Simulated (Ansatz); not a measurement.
## SnO2 under changes of volume

One of the cells (12.586 Å³/atom); the others are scaled copies at fixed shape and fractional positions:

```xyz
6
Lattice="4.7880 0.0000 0.0000 0.0000 4.8666 0.0000 0.0000 0.0000 3.2409" Properties=species:S:1:pos:R:3 pbc="T T T"
Sn    0.0000    0.0000    0.0000
Sn    2.3940    2.4333    1.6204
O     3.3906    3.3042    0.0000
O     0.9966    3.9957    1.6204
O     3.7914    0.8709    1.6204
O     1.3974    1.5624    0.0000
```

The cell is a database's computed one.

```yaml
Program: Ansatz 0.2.0
Functional: PBE
Potentials_or_basis: Ansatz PAW
Cutoff: "420 eV (not typed: the program's choice for these potentials)"
k_mesh: 6 × 6 × 8
Occupations: fermi-dirac, width 0.05 eV
Spin: no spin polarisation
```

| volume (Å³/atom) | energy over the lowest point (meV/atom) | pressure (GPa) | gap on the mesh (eV) | largest force (eV/Å) |
| --- | --- | --- | --- | --- |
| 11.831 | 25.94 | 12.3 | 1.44 | 0.215 |
| 12.083 | 10.44 | 7.5 | 1.21 | 0.136 |
| 12.334 | 2.06 | 3.2 | 1.00 | 0.076 |
| 12.586 | 0.00 | -0.5 | 0.81 | 0.072 |
| 12.838 | ? | ? | ? | ? |
| 13.090 | 12.06 | -6.9 | 0.48 | 0.172 |
| 13.341 | 24.95 | -9.5 | 0.35 | 0.225 |

Problem. What does the run at 12.838 Å³/atom give?

Solution. Energy over the lowest point 3.55 meV/atom; pressure -3.9 GPa; gap on the mesh 0.64 eV; largest force 0.118 eV/Å.

Worked out: A Birch-Murnaghan fit of order 3 (a polynomial in V^(-2/3)) to the other rows has its minimum at 12.55 Å³/atom with B0 = V·E''(V) = 181 GPa and B' = 4.9 at fixed shape and positions, which overstates the stiffness. It gives 3.53 meV/atom at 12.838 Å³/atom, against the run's 3.55, and -dE/dV = -3.9 GPa, against -3.9. A parabola through the other rows of the gap, of slope -8.27 eV per unit of ln V there, gives 0.64 eV, against the run's 0.64.

Energies are extrapolated to zero smearing.

Caveats: spin-orbit coupling is left out, which moves the levels of the heavy elements.
